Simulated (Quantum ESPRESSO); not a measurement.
# Au: Wannier functions with LDA

Crystal: Au.

```
Au
1.0
     0.00000    2.03500    2.03500
     2.03500    0.00000    2.03500
     2.03500    2.03500    0.00000
Au
1
Direct
  0.00000 0.00000 0.00000
```

| Quantity | Value |
| --- | --- |
| Program | Quantum ESPRESSO 7.5 |
| Task | Wannier functions |
| Functional | LDA |
| Potentials or basis | GBRV 1.5 LDA |
| Cutoff | 612 eV |
| Density cutoff | 4898 eV |
| k mesh | 9 × 9 × 9 |
| Occupations | fermi-dirac, width 0.05 eV |
| Spin | no spin polarisation |
| Iterations | 0 |
| Form of the LDA correlation | PZ81 |
| Mixing beta | 0.5 |
| Most SCF iterations | 120 |
| SCF threshold | 2e-10 Ry |
| k mesh for the Wannier functions | 7 × 7 × 7 |
| Projections | Au spd |

The pressure is -3.6 GPa, the band gap on the k mesh is none (metal or under the smearing width) and the total Wannier spread is 11.82 Å² over 9 functions. The RMS miss of the Wannier bands is 0.046 eV.

Levels at the corners of the path, in eV from the Fermi level:
```csv
point,band 2,band 3,band 4,band 5,band 6,band 7,band 8,band 9
Γ,-4.67,-4.67,-4.67,-3.11,-3.11,14.66,18.69,18.69
X,-6.78,-1.93,-1.55,-1.55,0.98,5.84,10.01,10.01
W,-5.16,-5.16,-3.28,-1.55,4.73,6.35,6.35,9.56
K,-5.85,-3.82,-2.83,-2.02,3.85,4.73,7.54,12.66
Γ,-4.67,-4.67,-4.67,-3.11,-3.11,14.66,18.69,18.69
L,-4.71,-4.71,-1.88,-1.88,-1.00,3.14,14.09,17.21
U,-5.85,-3.82,-2.83,-2.02,3.85,4.73,7.54,12.66
W,-5.16,-5.16,-3.28,-1.55,4.73,6.35,6.35,9.56
L,-4.71,-4.71,-1.88,-1.88,-1.00,3.14,14.09,17.21
K,-5.85,-3.82,-2.83,-2.02,3.85,4.73,7.54,12.66
U,-5.85,-3.82,-2.83,-2.02,3.85,4.73,7.54,12.66
X,-6.78,-1.93,-1.55,-1.55,0.98,5.84,10.01,10.01
```

Wannier functions:
```tsv
function	nearest atom	distance (Å)	spread (Å²)	on-site energy from the reference level (eV)
1	1 Au	0.00	2.03	1.72
2	1 Au	0.00	1.94	13.71
3	1 Au	0.00	1.94	13.69
4	1 Au	0.00	1.94	13.70
5	1 Au	0.00	0.80	-3.70
6	1 Au	0.00	0.79	-3.69
7	1 Au	0.00	0.79	-3.69
8	1 Au	0.00	0.80	-3.70
9	1 Au	0.00	0.79	-3.69
```

Parts of the spread (Å²): invariant 6.51, diagonal 0.000, off-diagonal 5.30, total 11.82. Against the direct bands the interpolation misses by 46 meV (root mean square) and 484 meV at most, for states up to 1 eV over the reference level.

Run time: 77 s on 1 thread of Intel(R) Xeon(R) Platinum 8375C CPU @ 2.90GHz (Ice Lake), on a shared host, peak memory 0.12 GiB.

Caveat: spin-orbit coupling is left out, which moves the levels of the heavy elements.
